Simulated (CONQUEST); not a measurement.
Pd:

```
CELL_PARAMETERS angstrom
2.75277 0.00000 0.00000
0.00000 2.75277 0.00000
0.00000 0.00000 3.89300
ATOMIC_POSITIONS crystal
Pd 0.00000 0.00000 0.00000
Pd 0.50000 0.50000 0.50000
```

```yaml
Program: CONQUEST 1.3
Task: single point
Functional: PBE
Potentials_or_basis: PseudoDojo NC PBE, DZP, grid cutoff 120 Ha
k_mesh: 8 × 8 × 6
Occupations: fermi-dirac, width 0.05 eV
Spin: no spin polarisation
```

On this cell: pressure 9.5 GPa; largest force zero by symmetry; band gap on the k mesh none (metal or under the smearing width).

The same run follows on a disturbed copy (atoms of the box moved at random, drawn with an rms of 0.05 Å):

```
Pd
1.0
     2.75277    0.00000    0.00000
     0.00000    2.75277    0.00000
     0.00000    0.00000    3.89300
Pd
2
Cartesian
  0.0562 -0.0164 -0.0177
  1.3234 1.3341 1.9595
```

Problem. What does the disturbed cell give?

Solution. The energy (extrapolated to zero smearing) moves by +19.5 meV/atom; pressure 10.3 GPa; largest force 0.704 eV/Å; band gap on the k mesh none (metal or under the smearing width).

Forces in eV/Å, atoms in the order of the input:
```
Pd  -0.581 -0.144  0.372
Pd   0.574  0.147 -0.374
```

Caveats: the basis of atomic orbitals isn't converged, which shifts pressures, moduli and gaps; the box holds several primitive cells, so bands are folded and the points are those of the box's own zone (some runs); the real-space grid breaks the cell's symmetry a little (some runs).
